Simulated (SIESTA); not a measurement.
CdSe under changes of volume

One of the cells (28.942 Å³/atom); the others are scaled copies at fixed shape and fractional positions:

```
CELL_PARAMETERS angstrom
0.00000 3.07027 3.07027
3.07027 0.00000 3.07027
3.07027 3.07027 0.00000
ATOMIC_POSITIONS crystal
Cd 0.00000 0.00000 0.00000
Se 0.25000 0.25000 0.25000
```

Measurements of this composition are mostly on another form, of space group No. 186.

- Program: SIESTA 5.4.2
- Functional: BLYP
- Potentials or basis: PseudoDojo 0.4 standard (PBE files)
- Basis: DZP (energy shift 0.003 Ry; two zetas on semicore shells)
- Grid cutoff: 800 Ry
- Energy shift: 0.003 Ry
- k mesh: 8 × 8 × 8
- Occupations: fermi-dirac, width 0.05 eV
- Spin: no spin polarisation

```tsv
volume (Å³/atom)	energy over the lowest point (meV/atom)	pressure (GPa)	gap on the mesh (eV)
27.206	?	?	?
27.784	62.39	6.4	0.88
28.363	41.70	5.1	0.82
28.942	25.27	3.9	0.76
29.521	13.28	2.8	0.70
30.100	5.01	1.8	0.65
30.679	0.00	1.0	0.59
```

Question: What does the run at 27.206 Å³/atom give?

Answer: Energy over the lowest point 88.26 meV/atom; pressure 7.9 GPa; gap on the mesh 0.95 eV.

Worked out: A Birch-Murnaghan fit of order 3 (a polynomial in V^(-2/3)) to the other rows has its minimum at 31.34 Å³/atom, just outside them, with B0 = V·E''(V) = 41 GPa and B' = 4.2. It gives 88.25 meV/atom at 27.206 Å³/atom, against the run's 88.26, and -dE/dV = 7.9 GPa, against 7.9. A straight line through the other rows of the gap, of slope -2.91 eV per unit of ln V (its deformation potential), extrapolates to 0.94 eV, against the run's 0.95.

Energies are extrapolated to zero smearing.

Caveats: the potentials were made for another functional, which shifts forces and pressure; the basis of atomic orbitals isn't converged, which shifts pressures, moduli and gaps.

A mesh can miss the band edges. Spin-orbit coupling on Cd, Se is left out.
